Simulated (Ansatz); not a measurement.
# WS: before and after

All numbers below come from DFT PBE, scalar-relativistic, plane waves, PAW (Ansatz). All cells share a 420 eV cutoff and Γ-centred k meshes spaced at most 0.3 Å⁻¹ (0.19 for metals, 2π included).

The start was the zinc blende type (F-43m, No. 216), relaxed within its symmetry. A cell of 8 atoms (4 times the primitive one) was then disturbed at random, relaxed without symmetry and relaxed once more on a fine mesh. The k mesh leaves about 4 meV/atom of noise in metals. Spin–orbit coupling is left out.

Before:

Space group F-43m (No. 216). a = 5.334 Å, b = 5.334 Å, c = 5.334 Å, α = 90.00°, β = 90.00°, γ = 90.00°
| atom | site | symmetry | x | y | z |
| --- | --- | --- | --- | --- | --- |
| W | 4a | -43m | 0.0000 | 0.0000 | 0.0000 |
| S | 4c | -43m | 0.2500 | 0.2500 | 0.2500 |

After:

```cif
data_structure
_symmetry_space_group_name_H-M 'R3m:H'
_symmetry_Int_Tables_number 160
_cell_length_a 3.0289
_cell_length_b 3.0289
_cell_length_c 12.1914
_cell_angle_alpha 90.000
_cell_angle_beta 90.000
_cell_angle_gamma 120.000
_cell_volume 96.87
loop_
_atom_site_label
_atom_site_type_symbol
_atom_site_symmetry_multiplicity
_atom_site_Wyckoff_symbol
_atom_site_fract_x
_atom_site_fract_y
_atom_site_fract_z
_atom_site_occupancy
W1 W 3 a 0.66667 0.33333 0.30936 1
S1 S 3 a 0.66667 0.33333 0.10651 1
```

**Question.** Is this a distortion of the same structure or a reconstruction, and what lowers the energy?

**Answer.** A distortion: the W–S network is kept, and F-43m (No. 216) becomes R3m (No. 160). W–W bonds form, at 3.03 Å where the closest pair was 3.77 Å apart.

**Question.** What does it gain?

**Answer.** 685 meV/atom, with the volume going from 18.97 to 16.14 Å³/atom. Against the elements the energy goes from 0.47 to -0.21 eV/atom.

Cost: 4 runs of about 7.9 core-minutes in all, on Intel Xeon Platinum 8488C (Sapphire Rapids) (shared hosts).